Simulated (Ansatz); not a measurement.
# AlP under strain — electric field gradients

The cell is a COD entry, relaxed with PBE at fixed cell and then changed (z compressed by 1 %, ions relaxed).

```
Al P
1.0
     0.00000    2.71000    2.68290
     2.71000    0.00000    2.68290
     2.71000    2.71000    0.00000
Al P
1 1
Direct
  0.00000 0.00000 0.00000
  0.25000 0.25000 0.25000
```

Sites (sets of like atoms) are named by element and the number of their first atom in this list.

Method: Kohn–Sham DFT in Ansatz, PBE, plane waves and PAW, scalar-relativistic, 420 eV cutoff, Γ-centred 14×14×14 k-points, Fermi–Dirac smearing 0.02 eV.

V_zz is the principal component of the electric field gradient with the largest magnitude, η = (V_xx − V_yy)/V_zz and C_Q = eQV_zz/h.

27Al: I = 5/2, Q = 146.6 mb. Q values from Pyykkö, Mol. Phys. 116, 1328 (2018).

Problem. Which values are expected at the nuclei?

Solution. 

```csv
site,atoms (order as listed),first shell,V_zz (10²¹ V/m²),η,C_Q (MHz)
Al,1,4 P at 2.34 Å,0.088,0.00,0.310
P,2,4 Al at 2.34 Å,-0.12,0.00,–
```

An axis of threefold or higher order runs through Al and P, so V_zz lies along it and η is zero.

P has no stable isotope with a ground-state quadrupole moment in the table, so no C_Q is given.

At this changed cell the PBE pressure is 5 GPa.
